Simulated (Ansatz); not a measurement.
The system is EuO.

```xyz
2
Lattice="0.0000 2.5720 2.5720 2.5720 0.0000 2.5720 2.5720 2.5720 0.0000" Properties=species:S:1:pos:R:3 pbc="T T T"
Eu    0.0000    0.0000    0.0000
O     2.5720    2.5720    2.5720
```

```yaml
Program: Ansatz 0.2.0
Task: relaxation of cell and atoms
Functional: RPBE
Dispersion: D3(BJ)
Potentials_or_basis: Ansatz PAW
Cutoff: "420 eV (not typed: the program's choice for these potentials)"
k_mesh: 9 × 9 × 9
Occupations: fermi-dirac, width 0.05 eV
Spin: collinear spin, ferromagnetic start
Starting_moments: "[7.0, 0.0] μB"
```

At the start: volume 17.01 Å³/atom.

Where does the relaxation end?

It ends after 8 steps and the volume is 13.50 Å³/atom (-20.7 %); space group Fm-3m (No. 225, to 0.05 Å); moment 6.82 μB per cell.

The path:
| step | energy change (eV) | largest force (eV/Å) | volume (Å³) |
| --- | --- | --- | --- |
| 1 | 0.0000 | 0.0000 | 34.03 |
| 2 | -0.5437 | 0.0000 | 29.29 |
| 3 | -0.6131 | 0.0000 | 26.06 |
| 4 | -0.6306 | 0.0000 | 27.25 |
| 5 | -0.6317 | 0.0000 | 27.07 |
| 6 | -0.6248 | 0.0000 | 27.07 |
| 7 | -0.6251 | 0.0000 | 27.00 |
| 8 | -0.6250 | 0.0000 | 27.00 |

Final structure:
```
CELL_PARAMETERS angstrom
0.00000 2.38101 2.38101
2.38101 0.00000 2.38101
2.38101 2.38101 0.00000
ATOMIC_POSITIONS crystal
Eu 0.00000 0.00000 0.00000
O 0.50000 0.50000 0.50000
```

Caveat: the electronic state changed during the relaxation; the volume moved by over 15 % at a fixed basis, so the end points are rough; the plane-wave basis is chosen anew once the cell has moved, so the energies of steps on either side of that aren't comparable; the pressure holds a Pulay correction of +0.4 GPa for the finite cutoff; the volume moved by -21 % from the deposited cell, more than functionals usually miss; a cell with one magnetic atom can't hold antiferromagnetic order, which such compounds often take; without U or exact exchange the open f shell lies at the Fermi level, which spoils levels, moments and volumes; the PAW data sets come from PBE, with cores solved anew for the run's functional, which leaves a small shift of forces and pressure.
